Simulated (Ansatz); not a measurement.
# ZnSe: relaxing cell and atoms and phonons, part 2 of 2

Aim: for ZnSe, 2 runs in a chain (relaxing cell and atoms and phonons).

Ansatz 0.2.0; DFT LDA, scalar-relativistic, plane waves, PAW. Earlier steps stand in the parts before.

## 3. Phonons

It takes the final geometry of step 2.

Contents of input.yaml:

```yaml
crystal:
  lattice:
    - [0.0, 2.7837590262, 2.7837590262]
    - [2.7837590262, 0.0, 2.7837590262]
    - [2.7837590262, 2.7837590262, 0.0]
  atoms:
    - { symbol: Zn, position: [0.0, 0.0, 0.0] }
    - { symbol: Se, position: [0.25, 0.25, 0.25] }
scf:
  occupations: { method: fixed }
output:
  eigenvalues: true
hamiltonian:
  xc: lda
phonons:
  method: dfpt
  eigenvectors: true
  dielectric: true
  rigid_motions: translations
kpoints:
  mp_grid: { grid: [12, 12, 12] }
```

Command:

```sh
ansatz run input.yaml --threads 8 --pin off --max-ram 20480MiB --backend cpu --events-out ev --progress --plain --runs-dir out
```

Output:

```text
Warning: RAYON_NUM_THREADS=8 ignored (pool sized by the plan → 8); use --threads N
Engine: ansatz 0.2.0, x86_64-unknown-linux-gnu
Pseudopotentials: kind: paw
Pseudopotential: Zn, paw, valence charge 12, recommended cutoff 420 eV (normal), Zn.paw.azcp
Pseudopotential: Se, paw, valence charge 16, recommended cutoff 420 eV (normal), Se.paw.azcp
Functional definition: SPW92
  exchange = slater_x
  correlation = pw_c
Crystal: 2 atoms, lattice volume = 43.144 Å³
Basis set: ecut = 420 eV, 869 PW (Γ), exchange–correlation on 54×54×54 points (8 copies of the dense FFT grid, shifted against one another)
Bands: 18, of which v1, the nominal top of the filled ones, is band 14 counted from 1 (13 counted from 0)
Symmetry: 24 space group operations
k-points: 280 of 1728 (irreducible under 4 space group operations, time reversal used)
Non-local potential: Zn, projectors of the file, l = 0: 2, l = 1: 2, l = 2: 3, l = 3: 1
Non-local potential: Se, projectors of the file, l = 0: 2, l = 1: 2, l = 2: 3, l = 3: 1
PAW form: soft (Blöchl's): semilocal exchange-correlation on the pseudo side does not see the compensation charge
PAW frozen core: Zn, regenerated for the run's functional, and the local potential with it (the file was generated under x = pbe(κ = 0.804, μ = 0.2195149727645171), c = pbe(β = 0.06672455060314922))
PAW frozen core: Se, regenerated for the run's functional, and the local potential with it (the file was generated under x = pbe(κ = 0.804, μ = 0.2195149727645171), c = pbe(β = 0.06672455060314922))
PAW one-centre angular grid: Zn, 590 points (default); XC on 64 Gauss nodes
PAW one-centre angular grid: Se, 590 points (default); XC on 64 Gauss nodes
Initial density: superposition of atomic densities (neutral atoms: chi_scale 0, normalization atom), corrected by the library's trained network
Initial wavefunctions: pseudopotential atomic-orbital guess
Functional: x = slater, c = lda
SCF iter   1: F=—  HF=-8630.853636 eV  |F-HF|=—  |Δ(HF+E_count)|=         —  Δρ=5.41e-3  dr2=7.10e-3  ethr=1.77e-3  ⟨swp⟩=5.0  Hψ=23217  notcnv=0  defer=527
preconditioner: auto → none  [insulator: Δε(μ)=1.216 eV  Ē_g=12.125 eV  n_scr=14 (ndim 8)  ℏωp=24.0 eV  f_vac=0.102  ε∞_Penn≈4.9]
SCF iter   2: F=—  HF=-8630.851445 eV  |F-HF|=—  |Δ(HF+E_count)|=   2.19e-3  Δρ=2.03e-3  dr2=8.69e-4  ethr=2.53e-5  ⟨swp⟩=2.0  Hψ=10103  notcnv=0  defer=550
SCF iter   3: F=—  HF=-8630.851340 eV  |F-HF|=—  |Δ(HF+E_count)|=   1.05e-4  Δρ=1.46e-3  dr2=4.00e-4  ethr=3.10e-6  ⟨swp⟩=2.0  Hψ=7854  notcnv=0  defer=550
SCF iter   4: F=—  HF=-8630.851234 eV  |F-HF|=—  |Δ(HF+E_count)|=   1.06e-4  Δρ=2.58e-4  dr2=2.33e-5  ethr=1.43e-6  ⟨swp⟩=2.0  Hψ=7846  notcnv=0  defer=549
SCF iter   5: F=—  HF=-8630.851224 eV  |F-HF|=—  |Δ(HF+E_count)|=   9.65e-6  Δρ=2.05e-5  dr2=1.87e-7  ethr=8.30e-8  ⟨swp⟩=2.0  Hψ=7320  notcnv=0
SCF iter   6: F=—  HF=-8630.851224 eV  |F-HF|=—  |Δ(HF+E_count)|=   3.88e-8  Δρ=5.05e-6  dr2=6.88e-9  ethr=6.68e-10  ⟨swp⟩=2.0  Hψ=8968  notcnv=0
SCF iter   7: F=—  HF=-8630.851224 eV  |F-HF|=—  |Δ(HF+E_count)|=   1.36e-8  Δρ=2.15e-6  dr2=8.37e-10  ethr=2.46e-11  ⟨swp⟩=2.0  Hψ=8983  notcnv=0
SCF iter   8: F=—  HF=-8630.851224 eV  |F-HF|=—  |Δ(HF+E_count)|=  3.44e-10  Δρ=2.53e-7  dr2=2.32e-11  ethr=1.00e-12  ⟨swp⟩=6.3  Hψ=31919  notcnv=0
SCF iter   9: F=-8630.851224 eV  HF=-8630.851224 eV  |F-HF|=7.28e-12  |Δ(HF+E_count)|=  7.64e-11  Δρ=5.18e-8  dr2=7.97e-13  ethr=1.00e-12  ⟨swp⟩=6.3  Hψ=23577  notcnv=0
SCF 1 converged in 9 iterations: F = -8630.851224 eV  dr2 = 7.97e-13
NSCF: frozen V_eff on 1 k-points
DFPT response loops at Γ: preconditioner auto → none (the input reference at scf.mixing.eps_inf says where Resta's filter doesn't serve); β = 0.50; Broyden in place of MSR1
── the response to a field inside a basis, on 14×14×14 k-points: an SCF that follows is theirs, and a resumed run solves both again ──
Bands: 15, of which v1, the nominal top of the filled ones, is band 14 counted from 1 (13 counted from 0)
k-points: 280
Initial density: handed on by an earlier stage of this run
Initial wavefunctions: pseudopotential atomic-orbital guess (no wavefunctions were taken with the density)
Eigensolver: Dense (280 Hₖ)
SCF iter   1: F=—  HF=-8630.849605 eV  |F-HF|=—  |Δ(HF+E_count)|=         —  Δρ=1.12e-4  dr2=1.67e-6  ethr=1.00e-1
preconditioner: auto → none  [insulator: Δε(μ)=1.342 eV  Ē_g=9.700 eV  n_scr=14 (ndim 8)  ℏωp=24.0 eV  f_vac=0.092  ε∞_Penn≈7.1]
SCF iter   2: F=—  HF=-8630.849604 eV  |F-HF|=—  |Δ(HF+E_count)|=   1.22e-6  Δρ=9.67e-5  dr2=1.72e-6  ethr=5.96e-9
SCF iter   3: F=—  HF=-8630.849604 eV  |F-HF|=—  |Δ(HF+E_count)|=   3.91e-7  Δρ=4.70e-5  dr2=6.09e-7  ethr=5.96e-9
SCF iter   4: F=-8630.849603 eV  HF=-8630.849604 eV  |F-HF|=2.00e-8  |Δ(HF+E_count)|=   4.45e-7  Δρ=1.14e-5  dr2=2.82e-8  ethr=2.18e-9
SCF 1 converged in 4 iterations: F = -8630.849603 eV  dr2 = 2.82e-8
DFPT response loops at Γ: mixed as the last ones told, above
WARN: field response: ε∞ stands inside a basis, on 14×14×14 points; the force constants stand on the 12×12×12 k-mesh, whose period is 12.19 times the interband length at k = (0.0000, 0.0000, 0.0000), direct gap 1.250 eV, under 14: take them and everything formed from them as unconverged, and compare with a denser kpoints.mp_grid
SCF converged after 9 iterations
Free energy (F): -8630.851224 eV
Harris-Foulkes:  -8630.851224 eV  (|F-HF|=7.28e-12)
Internal energy: -8630.851224 eV  (E = F + TS)
E sigma→0 (E₀):  -8630.851224 eV
Fermi energy:    7.206798 eV
--- Per-component energies (eV) ---
  E_band       = -377.509867
  E_kinetic    = 252.130870
  E_local      = -4322.906582  (includes V_loc(G=0)·N_el)
  E_nonlocal   = 27.333732
  E_hartree    = 2001.355549
  E_xc         = -239.797006
  E_vxc        = -152.902863  (∫ρ·V_xc dr)
  E_paw        = -3582.886699  (= ΣΔE_a)
  E_vpaw       = -183.875109  (= ΣTr[D̂ρ^β])
  E_aug_tail   = -0.000959  (compensation charges beyond the density's cutoff)
  E_ewald      = -2769.854633
  E_core_change = 3.774504  (= ΣΔE_core)
  E_smearing   = -0.000000  (= −TS)
  E_closure    = 0.000000  (closes the sum)
  Σ components = -8630.851224   (vs F -8630.851224, Δ=0.00e0)
--- Band table (eV; the first three rows and the last of 280) ---
  k-point 0: bands = ["-39.9583", "-39.9583", "-39.9583", "-39.9528", "-39.9528", "-6.4703", "0.3424", "0.3424", "0.3424", "0.7524", "0.7524", "7.2068", "7.2068", "7.2068", "8.4570", "12.9065", "12.9065", "12.9065"]
  k-point 1: bands = ["-39.9583", "-39.9583", "-39.9583", "-39.9528", "-39.9528", "-6.4199", "0.3432", "0.3505", "0.3505", "0.7514", "0.7514", "6.4017", "7.1273", "7.1273", "9.1025", "12.8410", "13.0379", "13.0379"]
  k-point 2: bands = ["-39.9583", "-39.9583", "-39.9583", "-39.9527", "-39.9527", "-6.2769", "0.3533", "0.3719", "0.3719", "0.7502", "0.7502", "5.1675", "6.9258", "6.9258", "9.7481", "13.0113", "13.3379", "13.3379"]
  k-point 279: bands = ["-39.9582", "-39.9581", "-39.9578", "-39.9528", "-39.9526", "-5.2784", "0.4604", "0.5723", "0.7097", "0.7191", "1.0984", "2.1942", "4.1829", "4.2513", "12.5564", "12.9007", "14.1380", "14.7696"]
--- Phonons (Γ-DFPT): 2 representative perturbations + reference, on 280 of 1728 k-points (Σ response iterations 6) ---
  k mesh reduced under 4 symmetry operations, with k and −k counted as one. Each operation leaves every solved perturbation unchanged. A smaller set is not considered because the run solves the response to a homogeneous field
  ASR residual: 8.523e-5 → 0.000e0 eV/Å²; symmetrization residual: 3.050e-6 eV/Å²
  ASR residual per site (eV/Å²): 8.52e-5 5.87e-5
  Γ frequencies (cm⁻¹): 0.00 0.00 0.00 217.86 217.86 217.86
  ε∞ (high-frequency dielectric tensor):
        7.518573    -0.000000     0.000000
       -0.000000     7.518573     0.000000
        0.000000     0.000000     7.518573
  ε⁰ (static dielectric tensor: ions relaxed, cell fixed):
       10.133417    -0.000000     0.000000
       -0.000000    10.133417    -0.000000
        0.000000    -0.000000    10.133417
  ε⁰ − ε∞ (ionic part):
        2.614843    -0.000000    -0.000000
       -0.000000     2.614843    -0.000000
       -0.000000    -0.000000     2.614843
  softest optical mode at Γ: 217.86 cm⁻¹; the repairs (sum rule, projections) moved no ω² at Γ by more than (0.66 cm⁻¹)²
  Born effective charges Z* (e; rows j = field, columns β = displacement):
    site 0:
         1.97290   -0.00000    0.00000
        -0.00000    1.97290    0.00000
        -0.00000    0.00000    1.97290
    site 1:
        -1.97290    0.00000   -0.00000
         0.00000   -1.97290   -0.00000
         0.00000   -0.00000   -1.97290
  Z* charge neutrality: 4.442e-4 e pre-enforcement
  solved inside a basis spanned on kpoints, on 14×14×14 k-points transformed towards the longest dipole: ε∞ is read to err by 2.0e-2, Z* by 1.7e-2 e (field_mesh: kpoints solves on kpoints); Z* is corrected for what the basis lacks
  optical modes at Γ without the LO–TO term, one row a degenerate level:
      ω (cm⁻¹)  modes    IR ((D/Å)²/amu)
        217.86      3             7.5319
  optical modes at Γ + LO–TO along q̂ = [1.0000, 0.0000, 0.0000]:
      ω (cm⁻¹)  modes    IR ((D/Å)²/amu)
        217.86      2             5.0212
        252.93      1             2.5106
  optical modes at Γ + LO–TO along q̂ = [0.0000, 1.0000, 0.0000]:
      ω (cm⁻¹)  modes    IR ((D/Å)²/amu)
        217.86      2             5.0212
        252.93      1             2.5106
  optical modes at Γ + LO–TO along q̂ = [0.0000, 0.0000, 1.0000]:
      ω (cm⁻¹)  modes    IR ((D/Å)²/amu)
        217.86      2             5.0212
        252.93      1             2.5106
```

Run time: 20 s. Hardware: 8 threads of Intel Xeon 6975P-C (Granite Rapids), shared host; peak memory 1.3 GiB.

The optical modes at Γ, the three translations left out and without the macroscopic field of LO modes (i: imaginary):

```
cm⁻¹  modes  IR intensity ((D/Å)²/amu)
 218      3                       7.53
```

Displacements in the lowest optical mode (218 cm⁻¹), eigenvector over the root of the mass, scaled so that the longest move is 1. It is one member of a degenerate level, so its direction within the level is arbitrary.

```
atom      x     y     z
 Zn1   1.00  0.00  0.00
 Se2  -0.83  0.00  0.00
```

Diagonal Born charges in e, distinct sites:

```
atom   Z*xx   Z*yy   Z*zz   mean
 Zn1   1.97   1.97   1.97   1.97
 Se2  -1.97  -1.97  -1.97  -1.97
```

Each polar mode adds Δε = (4.92064×10⁷/V)·S/ν² along x (S its oscillator strength in e²/amu, ν in cm⁻¹, V = 43.14 Å³):

```
ν (cm⁻¹)    S_xx    Δε
   217.9  0.1088  2.61
```

The sum is 2.61; with ε∞,xx = 7.52 that makes 10.13, and the run's static tensor has 10.13.

For a wave vector along x the longitudinal modes lie at 253 cm⁻¹. The Lyddane–Sachs–Teller product Π(ν_LO/ν_TO)² = 1.35 matches ε0/ε∞ = 1.35.

## 4. The runs side by side

This closing draws on all 2 parts.

```
step  volume (Å³/atom)  pressure (GPa)  energy (eV)  gap on the mesh (eV)  time
   2             21.57             0.0    -8630.851                  1.25   5 s
```

```
                                 quantity                                                                      value
      relaxed cell, step 2 (conventional)  a = 5.568 Å, b = 5.568 Å, c = 5.568 Å, α = 90.00°, β = 90.00°, γ = 90.00°
optical modes at Γ (without the LO field)                                                                   218 cm⁻¹
                     ε∞, principal values                                                                       7.52
                    ε0 with the ions free                                                                       10.1
                        mean Born charges                                                       Zn +1.97, Se -1.97 e
                   LO modes for q along x                                                                   253 cm⁻¹
```

**Reading.** All optical modes at Γ are real, so no distortion that keeps the cell lowers the energy to second order; that says nothing of other wave vectors. The ions give 26 % of the static dielectric constant. The log warns that the force constants on this k mesh, and the frequencies and static response formed from them, are not converged. A measured lattice constant a of ZnSe is 5.6685 Å (300 K; a printed reference work, data compilation); the calculated 5.568 Å misses it by -1.8 %. That is the cell relaxed with LDA, without thermal expansion or zero-point motion.

The gaps are Kohn-Sham values of a semilocal functional, not quasiparticle or optical gaps. Such gaps usually fall short of the measured ones.
